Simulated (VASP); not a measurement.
**SrTiO3 in VASP: one cell, several levels of theory**

What does VASP give for SrTiO3 built on the cubic perovskite prototype, under -1.0 % equal strain in all directions, the cell held fixed? Runs: PBE, r2SCAN. The results are then set beside those of Ansatz 0.2.0 for the same cell.

Program: VASP 6.6.1. PAW datasets, plane waves. No spin polarisation and no zero-point or thermal motion.

## 1. The structure to begin with

The cell comes from an earlier relaxation with r2SCAN in another program.

Space group Pm-3m (No. 221), cubic; conventional cell a = 3.868 Å, 11.57 Å³ an atom. Around Sr lie 12 O at 2.73 Å; around Ti lie 6 O at 1.93 Å; around O lie 2 Ti at 1.93 Å and 4 Sr at 2.73 Å.

The structure in full:

```xyz
5
Lattice="3.8678 0.0000 0.0000 0.0000 3.8678 0.0000 0.0000 0.0000 3.8678" Properties=species:S:1:pos:R:3 pbc="T T T"
Sr    0.0000    0.0000    0.0000
Ti    1.9339    1.9339    1.9339
O     1.9339    1.9339    0.0000
O     1.9339    0.0000    1.9339
O     0.0000    1.9339    1.9339
```

## 2. PBE at this geometry

Input file INCAR:

```
ENCUT = 520.000000
SIGMA = 0.020000
EDIFF = 1.00e-07
GGA = PE
PREC = Accurate
IBRION = -1
ISIF = 2
ISMEAR = -1
NBANDS = 28
NELM = 120
NSW = 0
LASPH = .TRUE.
LCHARG = .TRUE.
LELF = .TRUE.
LWAVE = .FALSE.
LREAL = .FALSE.
```

Input file KPOINTS:

```
KPOINTS created by Atomic Simulation Environment
0
Gamma
6 6 6
0 0 0
```

Input file KPOINTS_OPT:

```
special points
4
Reciprocal
0.0000000000 0.0000000000 0.0000000000 1
0.0000000000 0.5000000000 0.0000000000 1
0.5000000000 0.5000000000 0.0000000000 1
0.5000000000 0.5000000000 0.5000000000 1
```

Input file POSCAR:

```
Sr Ti O
 1.0000000000000000
     3.8677829865000000    0.0000000000000000    0.0000000000000000
     0.0000000000000000    3.8677829865000000    0.0000000000000000
     0.0000000000000000    0.0000000000000000    3.8677829865000000
 Sr  Ti  O
   1   1   3
Cartesian
  0.0000000000000000  0.0000000000000000  0.0000000000000000
  1.9338914932500004  1.9338914932500004  1.9338914932500004
  1.9338914932500004  1.9338914932500004  0.0000000000000000
  1.9338914932500004  0.0000000000000000  1.9338914932500004
  0.0000000000000000  1.9338914932500004  1.9338914932500004
```

The run uses the recommended PBE PAW datasets (40 valence electrons a neutral cell).

Run with:

```console
> mpirun -np 1 vasp_std
```

Printed to the terminal (iteration lines stand in OSZICAR):

```text
POSCAR found type information on POSCAR SrTiO
 POSCAR found :  3 types and       5 ions
 LDA part: xc-table for (Slater+PW92), standard interpolation
 POSCAR, INCAR and KPOINTS ok, starting setup
 FFT: planning ... GRIDC
 FFT: planning ... GRID_SOFT
 FFT: planning ... GRID
 WAVECAR not read
 entering main loop
 Start KPOINTS_OPT (optional k-point list driver)
k-point batch [1-4\4]
```

OSZICAR:

```text
N       E                     dE             d eps       ncg     rms          rms(c)
DAV:   1     0.429470315916E+03    0.42947E+03   -0.21511E+04  1120   0.160E+03
DAV:   2    -0.414862388833E+01   -0.43362E+03   -0.41434E+03  1292   0.444E+02
DAV:   3    -0.479654992338E+02   -0.43817E+02   -0.43531E+02  1532   0.134E+02
DAV:   4    -0.501073534456E+02   -0.21419E+01   -0.21372E+01  1728   0.253E+01
DAV:   5    -0.501524046227E+02   -0.45051E-01   -0.45041E-01  1508   0.319E+00    0.277E+01
DAV:   6    -0.399991753561E+02    0.10153E+02   -0.50786E+01  1580   0.655E+01    0.154E+01
DAV:   7    -0.400489429008E+02   -0.49768E-01   -0.69850E+00  1428   0.203E+01    0.115E+01
DAV:   8    -0.400619604928E+02   -0.13018E-01   -0.13561E+00  1352   0.125E+01    0.271E+00
DAV:   9    -0.399997573626E+02    0.62203E-01   -0.32300E-01  1332   0.560E+00    0.110E+00
DAV:  10    -0.399968942387E+02    0.28631E-02   -0.85129E-02  1444   0.204E+00    0.688E-01
DAV:  11    -0.399914680389E+02    0.54262E-02   -0.23526E-02  1668   0.147E+00    0.122E-01
DAV:  12    -0.399914336737E+02    0.34365E-04   -0.15869E-03  1376   0.436E-01    0.777E-02
DAV:  13    -0.399914757554E+02   -0.42082E-04   -0.43190E-04  1536   0.149E-01    0.543E-02
DAV:  14    -0.399914682701E+02    0.74853E-05   -0.44361E-05  1504   0.505E-02    0.275E-02
DAV:  15    -0.399914613958E+02    0.68743E-05   -0.19343E-05  1664   0.361E-02    0.118E-02
DAV:  16    -0.399914617097E+02   -0.31393E-06   -0.96899E-06  1260   0.216E-02    0.297E-03
DAV:  17    -0.399914616889E+02    0.20808E-07   -0.64089E-07  1364   0.576E-03
   1 F= -.39991462E+02 E0= -.39991462E+02  d E =-.129589E-11
       N       E                     dE             ncg
DAV:   1     0.130906492531E+04   -0.36435E+04      224
DAV:   2    -0.260056010411E+03   -0.15691E+04      244
DAV:   3    -0.433224622434E+03   -0.17317E+03      324
DAV:   4    -0.440234810837E+03   -0.70102E+01      296
DAV:   5    -0.440465135280E+03   -0.23032E+00      308
DAV:   6    -0.440468751866E+03   -0.36166E-02      292
DAV:   7    -0.440468796339E+03   -0.44473E-04      304
DAV:   8    -0.440468797537E+03   -0.11978E-05      288
DAV:   9    -0.440468797557E+03   -0.19827E-07      184
```

The lines after F= are the extra pass for the points of KPOINTS_OPT, at fixed density; their E is not a total energy.

Parts of OUTCAR:

```text
k-points           NKPTS =     20   k-points in BZ     NKDIM =     20   number of bands    NBANDS=     28

   NELECT =      40.0000    total number of electrons

   dimension x,y,z NGX =    30 NGY =   30 NGZ =   30
   dimension x,y,z NGXF=    60 NGYF=   60 NGZF=   60

  energy-cutoff  :      520.00
  volume of cell :       57.86
      direct lattice vectors                 reciprocal lattice vectors
     3.867782986  0.000000000  0.000000000     0.258546047  0.000000000  0.000000000
     0.000000000  3.867782986  0.000000000     0.000000000  0.258546047  0.000000000
     0.000000000  0.000000000  3.867782986     0.000000000  0.000000000  0.258546047

 k-points in reciprocal lattice and weights: KPOINTS created by Atomic Simulation Env
   0.00000000  0.00000000  0.00000000       0.005
   0.16666667  0.00000000  0.00000000       0.028
   0.33333333  0.00000000  0.00000000       0.028
   0.50000000  0.00000000  0.00000000       0.014
   0.16666667  0.16666667  0.00000000       0.056
   0.33333333  0.16666667  0.00000000       0.111
   0.50000000  0.16666667  0.00000000       0.056
   0.33333333  0.33333333  0.00000000       0.056
[... 12 more k-points ...]

 E-fermi :   4.8761

 k-point     1 :       0.0000    0.0000    0.0000
  band No.  band energies     occupation
      1     -51.9418      2.00000
      2     -28.2992      2.00000
      3     -28.2077      2.00000
      4     -28.2077      2.00000
      5     -28.2077      2.00000
      6     -13.1292      2.00000
      7     -12.1228      2.00000
      8     -12.1228      2.00000
      9     -10.3014      2.00000
     10     -10.3014      2.00000
     11     -10.3014      2.00000
     12       1.5618      2.00000
     13       1.5618      2.00000
     14       1.5618      2.00000
     15       3.1858      2.00000
     16       3.1858      2.00000
     17       3.1858      2.00000
     18       4.0667      2.00000
     19       4.0667      2.00000
     20       4.0667      2.00000
     21       6.3120      0.00000
     22       6.3120      0.00000
     23       6.3120      0.00000
     24       8.9130      0.00000
     25       8.9130      0.00000
     26       9.8393      0.00000
     27       9.8393      0.00000
     28      10.8768      0.00000

 k-point     2 :       0.1667    0.0000    0.0000
  band No.  band energies     occupation
      1     -51.9414      2.00000
      2     -28.3323      2.00000
      3     -28.2069      2.00000
      4     -28.2069      2.00000
      5     -28.1883      2.00000
      6     -13.1510      2.00000
      7     -12.1120      2.00000
      8     -12.1090      2.00000
      9     -10.2884      2.00000
     10     -10.2884      2.00000
     11     -10.1160      2.00000
     12       1.1957      2.00000
     13       1.5365      2.00000
     14       1.5365      2.00000
     15       2.8346      2.00000
     16       2.8346      2.00000
     17       2.9411      2.00000
     18       3.2858      2.00000
     19       3.9133      2.00000
     20       3.9133      2.00000
     21       6.3563      0.00000
     22       6.9133      0.00000
     23       6.9133      0.00000
     24       8.9235      0.00000
     25       9.6805      0.00000
     26      10.3041      0.00000
     27      10.3266      0.00000
     28      11.5327      0.00000

 k-point     3 :       0.3333    0.0000    0.0000
  band No.  band energies     occupation
      1     -51.9405      2.00000
      2     -28.3851      2.00000
      3     -28.2052      2.00000
      4     -28.2052      2.00000
      5     -28.1622      2.00000
      6     -13.2879      2.00000
      7     -12.0896      2.00000
      8     -11.9025      2.00000
      9     -10.2620      2.00000
     10     -10.2620      2.00000
     11      -9.8089      2.00000
     12       0.4099      2.00000
     13       1.5002      2.00000
     14       1.5002      2.00000
     15       2.2454      2.00000
     16       2.2485      2.00000
     17       2.2485      2.00000
     18       2.5162      2.00000
     19       3.7418      2.00000
     20       3.7418      2.00000
     21       6.4485      0.00000
     22       7.8908      0.00000
     23       7.8908      0.00000
     24       8.9338      0.00000
     25      10.7708      0.00000
     26      11.3072      0.00000
     27      11.3662      0.00000
     28      12.6159      0.00000

[... the tables of k-points 4 to 20 left out ...]

  Total        3.9018312      3.9018312      3.9018312      0.0000000     -0.0000000      0.0000000
  in kB      108.0420357    108.0420357    108.0420357      0.0000000     -0.0000000      0.0000000
  external PRESSURE =     108.0420357 kB  Pullay stress =       0.0000000 kB

 POSITION                                       TOTAL-FORCE (eV/Angst)
 -----------------------------------------------------------------------------------
      0.00000      0.00000      0.00000         0.000000      0.000000      0.000000
      1.93389      1.93389      1.93389         0.000000      0.000000      0.000000
      1.93389      1.93389      0.00000         0.000000      0.000000      0.000000
      1.93389      0.00000      1.93389         0.000000      0.000000      0.000000
      0.00000      1.93389      1.93389         0.000000      0.000000      0.000000
 -----------------------------------------------------------------------------------
    total drift:                                0.000000      0.000000     -0.000000

  FREE ENERGIE OF THE ION-ELECTRON SYSTEM (eV)
  ---------------------------------------------------
  free  energy   TOTEN  =       -39.9914616889 eV

  energy  without entropy=      -39.9914616889  energy(sigma->0) =      -39.99146169
```

Hardware: 1 MPI rank of Intel Xeon Platinum 8488C, shared host.

The levels at the points of KPOINTS_OPT are read from vasprun.xml.

Near the gap, in eV above the top of the last filled band v; c is the band after it:

```tsv
point	v−1	v	c	c+1
Γ	-0.34	-0.34	1.91	1.91
X	-0.73	-0.73	2.09	3.93
M	-1.60	-0.10	3.94	3.94
R	0.00	0.00	4.65	4.65
```

PBE gives an indirect gap of 1.91 eV, from R to Γ; the least direct gap is 2.25 eV. Pressure: 10.80 GPa; the forces vanish within 0.01 eV/Å.

Density in a lattice plane of the grid's cell (edges 3.87 and 3.87 Å, at 0.500 of the third edge), which holds Ti and O.

Ten even steps from ' ' (0.04 e/Å³) to '@' (15.05 e/Å³):
```
                  ..--======--..                
                  ....::--::....                
                      ......                    
                                                
                                                
                                                
....                ..::::::..                ..
--::....          ..--==++==--..          ....::
====--....      ..--++##%%##++--..      ....--==
++==--::..      ..--**%%@@%%**--..      ..::--==
====--....      ..--++##%%##++--..      ....--==
--::....          ..--==++==--..          ....::
....                ..::::::..                ..
                                                
                                                
                                                
                      ......                    
                  ....::--::....                
                  ..--======--..                
                ..::--==++==--::..              
```
Columns run along the first of these edges and rows up along the second, over one cell in 24 and 20 even steps from the bottom left corner. Atoms in the plane (fractional): Ti at (0.50, 0.50), O at (0.50, 0.00), O at (0.00, 0.50).

ELF in the same plane.

Values, 12 rows by 12 columns:
```
0.03 0.03 0.13 0.52 0.79 0.78 0.65 0.78 0.79 0.52 0.13 0.03
0.19 0.13 0.08 0.24 0.59 0.74 0.76 0.74 0.59 0.24 0.08 0.13
0.64 0.52 0.24 0.08 0.13 0.20 0.24 0.20 0.13 0.08 0.24 0.52
0.81 0.79 0.59 0.13 0.14 0.33 0.46 0.33 0.14 0.13 0.59 0.79
0.65 0.78 0.74 0.20 0.33 0.77 0.92 0.77 0.33 0.20 0.74 0.78
0.29 0.65 0.76 0.24 0.46 0.92 1.00 0.92 0.46 0.24 0.76 0.65
0.65 0.78 0.74 0.20 0.33 0.77 0.92 0.77 0.33 0.20 0.74 0.78
0.81 0.79 0.59 0.13 0.14 0.33 0.46 0.33 0.14 0.13 0.59 0.79
0.64 0.52 0.24 0.08 0.13 0.20 0.24 0.20 0.13 0.08 0.24 0.52
0.19 0.13 0.08 0.24 0.59 0.74 0.76 0.74 0.59 0.24 0.08 0.13
0.03 0.03 0.13 0.52 0.79 0.78 0.65 0.78 0.79 0.52 0.13 0.03
0.02 0.03 0.19 0.64 0.81 0.65 0.29 0.65 0.81 0.64 0.19 0.03
```
Columns run along the first of these edges and rows up along the second, over one cell in 12 and 12 even steps from the bottom left corner. Atoms in the plane (fractional): Ti at (0.50, 0.50), O at (0.50, 0.00), O at (0.00, 0.50).

Both are smooth fields of the valence electrons: close to the nuclei they are not physical.

Maxima of ELF outside the ion cores: 0.84 in the shell around O, 0.6 Å from O.

[end of part 1 of 2]
